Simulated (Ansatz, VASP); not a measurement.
# GaAs: VASP beside Ansatz

```
Ga As
1.0
    -1.90506    1.90506    2.69639
     1.90506   -1.90506    2.69639
     1.90506    1.90506   -2.69639
Ga As
1 1
Direct
  0.00000 0.00000 0.00000
  0.50000 0.50000 0.00000
```

Alike in both runs: functional PBE; k mesh 6 × 6 × 6; occupations gaussian, width 0.1 eV; no spin polarisation.

Ansatz relaxed the structure, and its values are those at the end. VASP's run is a single point on that final structure, the one shown.

|  | VASP | Ansatz |
| --- | --- | --- |
| version | VASP 6.6.1 | Ansatz 0.2.0 |
| potentials or method | VASP PAW PBE potentials, release 64 (Ga_d, As) | scalar-relativistic, plane waves, PAW |
| plane-wave cutoff (eV) | 520 | 420 |
| valence electrons in the cell | 18 | 28 |

```tsv
	VASP	Ansatz	Ansatz less VASP
gap on the k mesh at the Fermi level (eV)	none	none	-
pressure (GPa)	0.2	0.1	-0.18
```

A gap of «none» marks a metal or a gap that the smearing closes. The functional is the same, so the differences come from potentials, cutoffs and numerics. The two sets of potentials don't hold the same shells in valence.

Caveats: the k mesh is coarse (spacing up to 0.39 Å⁻¹), so the values aren't converged.
